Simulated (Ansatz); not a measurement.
# Residual resistivity of an alloy: Os(0001) with 2 layers of random Os-Au, 2x2

How strongly does chemical disorder scatter in Os(0001) with 2 layers of random Os-Au, 2x2?

Program: Ansatz 0.2.0. Level of theory: Ansatz plane-wave DFT, PBE, PAW files; ballistic transport by layer matching (Landauer), zero bias; PAW set soft_1. Results are calculated unless marked as measured.

**1. The structure**

The cell holds 48 atoms: 47 Os and 1 Au. Its edges and angles: a = 5.468 Å, b = 5.468 Å, c = 25.918 Å, α = 90.0°, β = 90.0°, γ = 120.0°. It derives from Os. Regions: lead, 40 atoms (40 Os); scattering region, 8 atoms (7 Os and 1 Au). The structure is stacked along c, and the current runs across the ab planes.

**2. With 2 alloy layers**

In 2 layers a share of 0.125 of the sites is given to Au at random. The layers about the cell's end stay perfect and serve as the lead. Energies from -0.05 to 0.05 eV in steps of 0.05 eV are too few for the program's thermal sum, so it prints no conductance; for a metal the transmission near the Fermi level serves, at a fraction of the cost.

input.yaml

```yaml
crystal:
  lattice:
    - [5.4682, 0.0, 0.0]
    - [-2.7341, 4.735600113, 0.0]
    - [0.0, 0.0, 25.9182]
  atoms:
    - { symbol: Os, position: [0.1666666667, 0.3333333333, 0.0416666667] }
    - { symbol: Os, position: [0.1666666667, 0.8333333333, 0.0416666667] }
    - { symbol: Os, position: [0.6666666667, 0.3333333333, 0.0416666667] }
    - { symbol: Os, position: [0.6666666667, 0.8333333333, 0.0416666667] }
    - { symbol: Os, position: [0.3333333333, 0.1666666667, 0.125] }
    - { symbol: Os, position: [0.3333333333, 0.6666666667, 0.125] }
    - { symbol: Os, position: [0.8333333333, 0.1666666667, 0.125] }
    - { symbol: Os, position: [0.8333333333, 0.6666666667, 0.125] }
    - { symbol: Os, position: [0.1666666667, 0.3333333333, 0.2083333333] }
    - { symbol: Os, position: [0.1666666667, 0.8333333333, 0.2083333333] }
    - { symbol: Os, position: [0.6666666667, 0.3333333333, 0.2083333333] }
    - { symbol: Os, position: [0.6666666667, 0.8333333333, 0.2083333333] }
    - { symbol: Os, position: [0.3333333333, 0.1666666667, 0.2916666667] }
    - { symbol: Os, position: [0.3333333333, 0.6666666667, 0.2916666667] }
    - { symbol: Os, position: [0.8333333333, 0.1666666667, 0.2916666667] }
    - { symbol: Os, position: [0.8333333333, 0.6666666667, 0.2916666667] }
    - { symbol: Os, position: [0.1666666667, 0.3333333333, 0.375] }
    - { symbol: Os, position: [0.1666666667, 0.8333333333, 0.375] }
    - { symbol: Os, position: [0.6666666667, 0.3333333333, 0.375] }
    - { symbol: Os, position: [0.6666666667, 0.8333333333, 0.375] }
    - { symbol: Os, position: [0.3333333333, 0.1666666667, 0.4583333333] }
    - { symbol: Os, position: [0.3333333333, 0.6666666667, 0.4583333333] }
    - { symbol: Os, position: [0.8333333333, 0.1666666667, 0.4583333333] }
    - { symbol: Os, position: [0.8333333333, 0.6666666667, 0.4583333333] }
    - { symbol: Os, position: [0.1666666667, 0.3333333333, 0.5416666667] }
    - { symbol: Os, position: [0.1666666667, 0.8333333333, 0.5416666667] }
    - { symbol: Au, position: [0.6666666667, 0.3333333333, 0.5416666667] }
    - { symbol: Os, position: [0.6666666667, 0.8333333333, 0.5416666667] }
    - { symbol: Os, position: [0.3333333333, 0.1666666667, 0.625] }
    - { symbol: Os, position: [0.3333333333, 0.6666666667, 0.625] }
    - { symbol: Os, position: [0.8333333333, 0.1666666667, 0.625] }
    - { symbol: Os, position: [0.8333333333, 0.6666666667, 0.625] }
    - { symbol: Os, position: [0.1666666667, 0.3333333333, 0.7083333333] }
    - { symbol: Os, position: [0.1666666667, 0.8333333333, 0.7083333333] }
    - { symbol: Os, position: [0.6666666667, 0.3333333333, 0.7083333333] }
    - { symbol: Os, position: [0.6666666667, 0.8333333333, 0.7083333333] }
    - { symbol: Os, position: [0.3333333333, 0.1666666667, 0.7916666667] }
    - { symbol: Os, position: [0.3333333333, 0.6666666667, 0.7916666667] }
    - { symbol: Os, position: [0.8333333333, 0.1666666667, 0.7916666667] }
    - { symbol: Os, position: [0.8333333333, 0.6666666667, 0.7916666667] }
    - { symbol: Os, position: [0.1666666667, 0.3333333333, 0.875] }
    - { symbol: Os, position: [0.1666666667, 0.8333333333, 0.875] }
    - { symbol: Os, position: [0.6666666667, 0.3333333333, 0.875] }
    - { symbol: Os, position: [0.6666666667, 0.8333333333, 0.875] }
    - { symbol: Os, position: [0.3333333333, 0.1666666667, 0.9583333333] }
    - { symbol: Os, position: [0.3333333333, 0.6666666667, 0.9583333333] }
    - { symbol: Os, position: [0.8333333333, 0.1666666667, 0.9583333333] }
    - { symbol: Os, position: [0.8333333333, 0.6666666667, 0.9583333333] }
kpoints:
  mp_grid: { grid: [5, 5, 1] }
hamiltonian:
  xc: pbe
  pseudopotentials: { kind: paw, azcp: { folder: soft_1 } }
scf:
  occupations: { method: fermi_dirac, width: 0.1 }
output:
  transmission:
    leads: [[0, 8]]
    kmesh: [10, 10]
    e_range: [-0.05, 0.05]
    de: 0.05
  write_potential: true
  write_density: true
  volumetric_format: npy
```

Started as:

```
$ ansatz run input.yaml --threads 4 --pin off --max-ram 15360MiB --backend cpu --events-out ev --progress --plain --runs-dir out
```

Numbers of over 12 decimals in the logs are rounded to 6 here.

Log:

```text
Engine: ansatz 0.2.0, aarch64-unknown-linux-gnu
Pseudopotentials: kind: paw
Pseudopotential: Os, paw, valence charge 16, recommended cutoff 420 eV (normal), soft_1/Os.paw.azcp
Pseudopotential: Au, paw, valence charge 19, recommended cutoff 420 eV (normal), soft_1/Au.paw.azcp
Functional definition: PBE
  parameter kappa = 0.804
  parameter beta = 0.066725
  exchange = pbe_x(kappa = kappa, mu = beta*pi^2/3)
  correlation = pbe_c(beta = beta)
Crystal: 48 atoms, lattice volume = 671.157 Å³
Basis set: ecut = 420 eV, 13017 PW (Γ)
Bands: 463, of which v1, the nominal top of the filled ones, is band 386 counted from 1 (385 counted from 0)
Symmetry: 12 space group operations
Space group: P-6m2 (ITA 187), of the structure as read, at distance tolerance 8.8e-5 Å
k-points: 5 of 25 (time reversal used)
Non-local potential: Os, projectors of the file, l = 0: 3, l = 1: 2, l = 2: 2, l = 3: 1
Non-local potential: Au, projectors of the file, l = 0: 3, l = 1: 2, l = 2: 2, l = 3: 1
PAW form: soft (Blöchl's): semilocal exchange-correlation on the pseudo side does not see the compensation charge
PAW one-centre angular grid: Os, 590 points (default); XC on 64 Gauss nodes
PAW one-centre angular grid: Au, 590 points (default); XC on 64 Gauss nodes
Initial density: superposition of atomic densities (chi_scale 0.1, normalization cell, long waves 94 % of neutral atoms (reshape's long-wave potential 1.94 eV rms, cloud 2.80 Å wide))
Initial wavefunctions: pseudopotential atomic-orbital guess
Functional: x = pbe(κ = 0.804, μ = 0.219515), c = pbe(β = 0.066725)
SCF iter   1: F=—  HF=-548310.463009 eV  |F-HF|=—  |Δ(HF+E_count)|=         —  Δρ=1.18e-1  dr2=5.00e2  ethr=3.10e-3  ⟨swp⟩=5.4  Hψ=7596  notcnv=0  defer=9
preconditioner: auto → Kerker (q_TF=auto, 2.792 Å⁻¹)  [metal: Δε(μ)=0.017 eV  Ē_g=6.316 eV  σ=0.100 eV  W_gap=0.04  n_scr=268 (ndim 8)  ℏωp=28.2 eV  f_vac=0.000  D(μ)=36.17/eV (n_scr^D=342)]
SCF iter   2: F=—  HF=-548294.505220 eV  |F-HF|=—  |Δ(HF+E_count)|=    1.60e1  Δρ=6.30e-2  dr2=1.80e2  ethr=3.10e-3  ⟨swp⟩=2.0  Hψ=4700  notcnv=0  defer=40
SCF iter   3: F=—  HF=-548287.507257 eV  |F-HF|=—  |Δ(HF+E_count)|=    7.00e0  Δρ=1.39e-2  dr2=7.74e0  ethr=3.10e-3  ⟨swp⟩=3.2  Hψ=6307  notcnv=0  defer=34
SCF iter   4: F=—  HF=-548286.709136 eV  |F-HF|=—  |Δ(HF+E_count)|=   7.98e-1  Δρ=5.27e-3  dr2=1.84e0  ethr=1.00e-3  ⟨swp⟩=2.6  Hψ=3334  notcnv=0  defer=34
SCF iter   5: F=—  HF=-548286.554817 eV  |F-HF|=—  |Δ(HF+E_count)|=   1.54e-1  Δρ=1.91e-3  dr2=7.00e-2  ethr=2.38e-4  ⟨swp⟩=2.0  Hψ=2876  notcnv=0  defer=34
SCF iter   6: F=—  HF=-548286.548113 eV  |F-HF|=—  |Δ(HF+E_count)|=   6.70e-3  Δρ=6.25e-4  dr2=6.76e-3  ethr=9.08e-6  ⟨swp⟩=2.0  Hψ=3347  notcnv=0  defer=34
SCF iter   7: F=—  HF=-548286.546770 eV  |F-HF|=—  |Δ(HF+E_count)|=   1.34e-3  Δρ=1.63e-4  dr2=7.63e-4  ethr=8.77e-7  ⟨swp⟩=2.0  Hψ=3817  notcnv=0  defer=34
SCF iter   8: F=—  HF=-548286.546669 eV  |F-HF|=—  |Δ(HF+E_count)|=   1.01e-4  Δρ=3.88e-5  dr2=7.72e-5  ethr=9.89e-8  ⟨swp⟩=2.0  Hψ=3231  notcnv=0  defer=34
SCF iter   9: F=—  HF=-548286.548081 eV  |F-HF|=—  |Δ(HF+E_count)|=   1.41e-3  Δρ=8.54e-6  dr2=2.10e-6  ethr=1.00e-8  ⟨swp⟩=2.0  Hψ=3595  notcnv=0  defer=34
SCF iter  10: F=—  HF=-548286.548080 eV  |F-HF|=—  |Δ(HF+E_count)|=   2.74e-7  Δρ=1.24e-6  dr2=1.47e-7  ethr=2.73e-10  ⟨swp⟩=2.2  Hψ=3284  notcnv=0  defer=34
SCF iter  11: F=-548286.548080 eV  HF=-548286.548080 eV  |F-HF|=3.38e-9  |Δ(HF+E_count)|=   6.64e-9  Δρ=3.15e-7  dr2=3.58e-9  ethr=1.30e-11  ⟨swp⟩=8.8  Hψ=5003  notcnv=0
SCF 1 converged in 11 iterations: F = -548286.548080 eV  dr2 = 3.58e-9
  greatest PAW one-centre occupation: 1.000 electrons in one spin orbital (limit 2), on the Au atom at site 26 (counted from 0), in its partial waves of l = 0
transmission: 68 of 672 steps passed
transmission: 137 of 672 steps passed
[...]
transmission: 672 of 672 steps passed
SCF converged after 11 iterations
Free energy (F): -548286.548080 eV
Harris-Foulkes:  -548286.548080 eV  (|F-HF|=3.38e-9)
Internal energy: -548285.429309 eV  (E = F + TS)
E sigma→0 (E₀):  -548285.988695 eV
Entropy (-TS):   -1.118772 eV (-23.308 meV/atom)
Fermi energy:    26.088961 eV
--- Per-component energies (eV) ---
  E_band       = -3164.535019
  E_kinetic    = 23731.902675
  E_local      = -44383.596195  (includes V_loc(G=0)·N_el)
  E_nonlocal   = 9312.786022
  E_hartree    = 16080.580531
  E_xc         = -11223.553614
  E_vxc        = -11856.930939  (∫ρ·V_xc dr)
  E_paw        = -434947.148010  (= ΣΔE_a)
  E_vpaw       = -12129.878484  (= ΣTr[D̂ρ^β])
  E_aug_tail   = 0.022130  (compensation charges beyond the density's cutoff)
  E_ewald      = -106856.422848
  E_smearing   = -1.118772  (= −TS)
  E_closure    = 0.000000  (closes the sum)
  Σ components = -548286.548080   (vs F -548286.548080, Δ=0.00e0)
--- Band table (eV; the first three rows and the last of 5) ---
  k-point 0: bands = [... 382 lower, 26.6628, 26.6975, 26.7332, 26.7332, 26.7586, 26.8440, 26.8440, 27.0410, ... 73 higher]
  k-point 1: bands = [... 382 lower, 26.1512, 26.2201, 26.2237, 26.5641, 26.7291, 26.7916, 26.9474, 26.9550, ... 73 higher]
  k-point 2: bands = [... 382 lower, 25.7547, 25.7943, 25.8473, 25.9194, 25.9554, 26.1096, 26.1298, 26.1643, ... 73 higher]
  k-point 4: bands = [... 382 lower, 25.6356, 25.6832, 25.7996, 25.8136, 25.8309, 26.0388, 26.0970, 26.1266, ... 73 higher]
--- Transmission ---
  basis      : 223 plane waves across, 48 finite elements along
  points     : 14, standing for a mesh of 10 x 10
  energies   : 3 from -0.050000 to 0.050000 eV about the Fermi level, 0.050000 eV apart; the leads are filled to 0.000000 eV, and channels, transmission and decay are at 0.000000 eV
  crystal 0  : Os8, at the sites [0, 8], period 4.3197 Å, over 23.76 Å; its Hamiltonian steps by up to 6.9 meV
    offset         : up to 0.0000 Å between an atom of the period and one for which it stands
    channels       : 4.310000e0 a spin
    conductance    : none, the energies end too early or step too widely for 300 K: set another output.transmission.e_range or a lower de, or, where they end at an eighth of basis.ecutwfc, a higher one
  junction   : crystal 0 to crystal 0, 1.46 to 23.06 Å
    transmission   : 2.921604e0 a spin
    conductance    : none, the energies end too early or step too widely for 300 K: set another output.transmission.e_range or a lower de, or, where they end at an eighth of basis.ecutwfc, a higher one
```

Run time: 3.9 min. Hardware: 4 threads of Arm Neoverse V1, shared host; peak memory 5.7 GiB.

Numbers from this step:

- free energy: -548286.5481 eV
- energy at zero smearing: -548285.9887 eV
- Fermi energy: 26.09 eV
- cell area: 25.90 Å²
- transmission per spin nearest the Fermi level: 2.922
- open channels per spin nearest the Fermi level: 4.31
- step of the lead's potential: 6.9 meV

Per spin. The transmission, zone mean by energy, zero at the Fermi level:

```
energy (eV)  transmission, zone mean
    -0.0500                     3.38
     0.0000                     2.92
     0.0500                     3.15
```

Per spin. The open channels, zone mean, lead by energy, zero at the Fermi level:

```
energy (eV)  open channels, zone mean, lead
    -0.0500                            4.74
     0.0000                            4.31
     0.0500                            4.55
```

Transmission over k1 and k2. At 0.0000 eV from the Fermi level.

Ten even steps from '0' (1.16) to '9' (9.48):
```
0222220000
0223322000
0232223200
0232552320
2222595222
0023255232
0002322232
0000223322
0000022222
2000020000
```
Columns: k1 (b1) from -0.5 to 0.4; rows upwards: k2 (b2) from -0.5 to 0.4.

Open channels over k1 and k2. At 0.0000 eV from the Fermi level.

Ten even steps from '_' (2.0) to '@' (11.0):
```
__----------__..__..
..------------..____
..--------------....
__------++++------__
==------++@@++------
____------++++------
......--------------
..____..------------
__..__..__----------
==__....__==__....__
```
Columns: k1 (b1) from -0.5 to 0.4; rows upwards: k2 (b2) from -0.5 to 0.4.

Over the solved energies the transmission per spin lies between 2.92 and 3.38, out of 4.53 channels of the lead on average (up to 4.74).

**3. With 6 alloy layers**

In 6 layers a share of 0.125 of the sites is given to Au at random. A fresh draw is used; the growth of the resistance with length is what counts.

System of this step: Os(0001) with 6 layers of random Os-Au, 2x2. The cell holds 64 atoms: 61 Os and 3 Au. Its edges and angles: a = 5.468 Å, b = 5.468 Å, c = 34.558 Å, α = 90.0°, β = 90.0°, γ = 120.0°. It derives from Os. Regions: lead, 40 atoms (40 Os); scattering region, 24 atoms (21 Os and 3 Au). The structure is stacked along c, and the current runs across the ab planes.

input.yaml

```yaml
crystal:
  lattice:
    - [5.4682, 0.0, 0.0]
    - [-2.7341, 4.735600113, 0.0]
    - [0.0, 0.0, 34.5576]
  atoms:
    - { symbol: Os, position: [0.1666666667, 0.3333333333, 0.03125] }
    - { symbol: Os, position: [0.1666666667, 0.8333333333, 0.03125] }
    - { symbol: Os, position: [0.6666666667, 0.3333333333, 0.03125] }
    - { symbol: Os, position: [0.6666666667, 0.8333333333, 0.03125] }
    - { symbol: Os, position: [0.3333333333, 0.1666666667, 0.09375] }
    - { symbol: Os, position: [0.3333333333, 0.6666666667, 0.09375] }
    - { symbol: Os, position: [0.8333333333, 0.1666666667, 0.09375] }
    - { symbol: Os, position: [0.8333333333, 0.6666666667, 0.09375] }
    - { symbol: Os, position: [0.1666666667, 0.3333333333, 0.15625] }
    - { symbol: Os, position: [0.1666666667, 0.8333333333, 0.15625] }
    - { symbol: Os, position: [0.6666666667, 0.3333333333, 0.15625] }
    - { symbol: Os, position: [0.6666666667, 0.8333333333, 0.15625] }
    - { symbol: Os, position: [0.3333333333, 0.1666666667, 0.21875] }
    - { symbol: Os, position: [0.3333333333, 0.6666666667, 0.21875] }
    - { symbol: Os, position: [0.8333333333, 0.1666666667, 0.21875] }
    - { symbol: Os, position: [0.8333333333, 0.6666666667, 0.21875] }
    - { symbol: Os, position: [0.1666666667, 0.3333333333, 0.28125] }
    - { symbol: Os, position: [0.1666666667, 0.8333333333, 0.28125] }
    - { symbol: Os, position: [0.6666666667, 0.3333333333, 0.28125] }
    - { symbol: Os, position: [0.6666666667, 0.8333333333, 0.28125] }
    - { symbol: Os, position: [0.3333333333, 0.1666666667, 0.34375] }
    - { symbol: Au, position: [0.3333333333, 0.6666666667, 0.34375] }
    - { symbol: Os, position: [0.8333333333, 0.1666666667, 0.34375] }
    - { symbol: Os, position: [0.8333333333, 0.6666666667, 0.34375] }
    - { symbol: Os, position: [0.1666666667, 0.3333333333, 0.40625] }
    - { symbol: Os, position: [0.1666666667, 0.8333333333, 0.40625] }
    - { symbol: Os, position: [0.6666666667, 0.3333333333, 0.40625] }
    - { symbol: Os, position: [0.6666666667, 0.8333333333, 0.40625] }
    - { symbol: Au, position: [0.3333333333, 0.1666666667, 0.46875] }
    - { symbol: Os, position: [0.3333333333, 0.6666666667, 0.46875] }
    - { symbol: Os, position: [0.8333333333, 0.1666666667, 0.46875] }
    - { symbol: Os, position: [0.8333333333, 0.6666666667, 0.46875] }
    - { symbol: Os, position: [0.1666666667, 0.3333333333, 0.53125] }
    - { symbol: Au, position: [0.1666666667, 0.8333333333, 0.53125] }
    - { symbol: Os, position: [0.6666666667, 0.3333333333, 0.53125] }
    - { symbol: Os, position: [0.6666666667, 0.8333333333, 0.53125] }
    - { symbol: Os, position: [0.3333333333, 0.1666666667, 0.59375] }
    - { symbol: Os, position: [0.3333333333, 0.6666666667, 0.59375] }
    - { symbol: Os, position: [0.8333333333, 0.1666666667, 0.59375] }
    - { symbol: Os, position: [0.8333333333, 0.6666666667, 0.59375] }
    - { symbol: Os, position: [0.1666666667, 0.3333333333, 0.65625] }
    - { symbol: Os, position: [0.1666666667, 0.8333333333, 0.65625] }
    - { symbol: Os, position: [0.6666666667, 0.3333333333, 0.65625] }
    - { symbol: Os, position: [0.6666666667, 0.8333333333, 0.65625] }
    - { symbol: Os, position: [0.3333333333, 0.1666666667, 0.71875] }
    - { symbol: Os, position: [0.3333333333, 0.6666666667, 0.71875] }
    - { symbol: Os, position: [0.8333333333, 0.1666666667, 0.71875] }
    - { symbol: Os, position: [0.8333333333, 0.6666666667, 0.71875] }
    - { symbol: Os, position: [0.1666666667, 0.3333333333, 0.78125] }
    - { symbol: Os, position: [0.1666666667, 0.8333333333, 0.78125] }
    - { symbol: Os, position: [0.6666666667, 0.3333333333, 0.78125] }
    - { symbol: Os, position: [0.6666666667, 0.8333333333, 0.78125] }
    - { symbol: Os, position: [0.3333333333, 0.1666666667, 0.84375] }
    - { symbol: Os, position: [0.3333333333, 0.6666666667, 0.84375] }
    - { symbol: Os, position: [0.8333333333, 0.1666666667, 0.84375] }
    - { symbol: Os, position: [0.8333333333, 0.6666666667, 0.84375] }
    - { symbol: Os, position: [0.1666666667, 0.3333333333, 0.90625] }
    - { symbol: Os, position: [0.1666666667, 0.8333333333, 0.90625] }
    - { symbol: Os, position: [0.6666666667, 0.3333333333, 0.90625] }
    - { symbol: Os, position: [0.6666666667, 0.8333333333, 0.90625] }
    - { symbol: Os, position: [0.3333333333, 0.1666666667, 0.96875] }
    - { symbol: Os, position: [0.3333333333, 0.6666666667, 0.96875] }
    - { symbol: Os, position: [0.8333333333, 0.1666666667, 0.96875] }
    - { symbol: Os, position: [0.8333333333, 0.6666666667, 0.96875] }
kpoints:
  mp_grid: { grid: [5, 5, 1] }
hamiltonian:
  xc: pbe
  pseudopotentials: { kind: paw, azcp: { folder: soft_1 } }
scf:
  occupations: { method: fermi_dirac, width: 0.1 }
output:
  transmission:
    leads: [[0, 8]]
    kmesh: [10, 10]
    e_range: [-0.05, 0.05]
    de: 0.05
  write_potential: true
  write_density: true
  volumetric_format: npy
```

Log:

```text
[...]
Crystal: 64 atoms, lattice volume = 894.876 Å³
Basis set: ecut = 420 eV, 17377 PW (Γ)
Bands: 620, of which v1, the nominal top of the filled ones, is band 517 counted from 1 (516 counted from 0)
Symmetry: 1 space group operations
[...]
k-points: 13 of 25 (time reversal used)
[...]
SCF iter   1: F=—  HF=-734038.984190 eV  |F-HF|=—  |Δ(HF+E_count)|=         —  Δρ=1.56e-1  dr2=1.52e3  ethr=3.10e-3  ⟨swp⟩=5.2  Hψ=26754  notcnv=0  defer=78
[...]
SCF iter  12: F=-733986.823511 eV  HF=-733986.823511 eV  |F-HF|=1.23e-8  |Δ(HF+E_count)|=   1.39e-8  Δρ=3.01e-7  dr2=1.29e-8  ethr=9.68e-12  ⟨swp⟩=9.3  Hψ=18409  notcnv=0
SCF 1 converged in 12 iterations: F = -733986.823511 eV  dr2 = 1.29e-8
[...]
transmission: 334 of 3328 steps passed
transmission: 666 of 3328 steps passed
[...]
transmission: 3328 of 3328 steps passed
SCF converged after 12 iterations
Free energy (F): -733986.823511 eV
[...]
Internal energy: -733985.290095 eV  (E = F + TS)
E sigma→0 (E₀):  -733986.056803 eV
Entropy (-TS):   -1.533416 eV (-23.960 meV/atom)
Fermi energy:    26.145800 eV
[...]
--- Band table (eV; the first three rows and the last of 13) ---
  k-point 0: bands = [... 513 lower, 26.7412, 26.7469, 26.7717, 26.8051, 26.8243, 26.8261, 26.9010, 26.9480, ... 99 higher]
  k-point 1: bands = [... 513 lower, 26.5071, 26.5208, 26.5810, 26.6213, 26.6770, 26.7370, 26.7992, 26.8309, ... 99 higher]
  k-point 2: bands = [... 513 lower, 25.9118, 25.9360, 25.9637, 26.0013, 26.0645, 26.1124, 26.1400, 26.1673, ... 99 higher]
  k-point 12: bands = [... 513 lower, 26.0201, 26.0509, 26.1079, 26.1952, 26.2227, 26.2386, 26.2837, 26.3048, ... 99 higher]
--- Transmission ---
  basis      : 223 plane waves across, 64 finite elements along
  points     : 52, standing for a mesh of 10 x 10
[...]
channels       : 4.550000e0 a spin
[...]
junction   : crystal 0 to crystal 0, -1.46 to 28.78 Å
    transmission   : 2.236939e0 a spin
[...]
```

It took 22 min on 4 threads; peak memory 11 GiB.

Numbers from this step:

* free energy: -733986.8235 eV
* energy at zero smearing: -733986.0568 eV
* Fermi energy: 26.15 eV
* transmission per spin nearest the Fermi level: 2.237
* open channels per spin nearest the Fermi level: 4.55
* step of the lead's potential: 7.5 meV

Per spin. Transmission, zone mean against energy, zero at the Fermi level:

| energy (eV) | transmission, zone mean |
| --- | --- |
| -0.0500 | 2.32 |
| 0.0000 | 2.24 |
| 0.0500 | 2.19 |

Over the solved energies the transmission per spin lies between 2.19 and 2.32, out of 4.53 channels of the lead on average (up to 4.55).

[end of part 1 of 2]

[Logs are printed without paths, hosts, clocks, repeated set-up lines and the standing remarks that a program may print on its own settings, such as how far it seeks lower states.]

[Hosts, paths, dates, database ids (printed as entryN), source tags and the programs' standing remarks are cut or masked in the printed files.]
